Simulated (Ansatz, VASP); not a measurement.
# Sc in VASP and in Ansatz

```
CELL_PARAMETERS angstrom
0.00000 2.16222 2.16222
2.16222 0.00000 2.16222
2.16222 2.16222 0.00000
ATOMIC_POSITIONS crystal
Sc 0.00000 0.00000 0.00000
```

Change from the starting cell: volume scaled by 0.9, PAW files.

Alike in both runs: task single point; functional LDA; k mesh 15 × 15 × 15; occupations fermi-dirac, width 0.1 eV; no spin polarisation.

```csv
,VASP,Ansatz
version,VASP 6.6.1,Ansatz 0.2.0
potentials or method,"VASP PAW LDA potentials, release 64 (Sc_sv)","PAW with Ansatz's default frozen-core files, scalar-relativistic"
plane-wave cutoff (eV),520,420
valence electrons in the cell,11,11
```

Ansatz gave:

```
pressure (GPa) : 7.1
```

Question: Which values does VASP return?

Answer: Pressure (GPa): 7.3.
